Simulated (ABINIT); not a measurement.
Crystal: ScAl3.

```xyz
4
Lattice="4.0878 0.0000 0.0000 0.0000 4.0878 0.0000 0.0000 0.0000 4.0878" Properties=species:S:1:pos:R:3 pbc="T T T"
Sc    0.0000    0.0000    0.0000
Al    2.0439    2.0439    0.0000
Al    0.0000    2.0439    2.0439
Al    2.0439    0.0000    2.0439
```

The cell is a database's computed one.

Program: ABINIT 10.8.3 (patched build). Alike in all runs: no spin polarisation; cell as given; smearing fermi-dirac 0.05 eV. Hardware: 1 thread of Arm Neoverse V1, on a shared host.

Q: Order these runs on this cell by their wall time, lowest first.
A. task single point; level LDA; potentials or basis JTH PAW LDA v2.0; k mesh 3 × 3 × 3; cutoff (eV) 544; fine-grid cutoff 1088.46 eV; mesh quality coarse
B. task band structure; level LDA; potentials or basis PseudoDojo NC SR LDA v0.4 stringent; k mesh 7 × 7 × 7; cutoff (eV) 1061; mesh quality not flagged
C. task single point; level r2SCAN; potentials or basis JTH PAW PBE v2.0; k mesh 6 × 6 × 6; cutoff (eV) 653; fine-grid cutoff 1251.72 eV; mesh quality not flagged
D. task single point; level PBEsol; potentials or basis JTH PAW PBE v2.0; k mesh 6 × 6 × 6; cutoff (eV) 544; fine-grid cutoff 1088.46 eV; mesh quality not flagged

A: A (4.7 s), D (28 s), C (83 s), B (200 s).

Caveats: some runs use coarse meshes.

Runs at the PBE level aren't shown here.
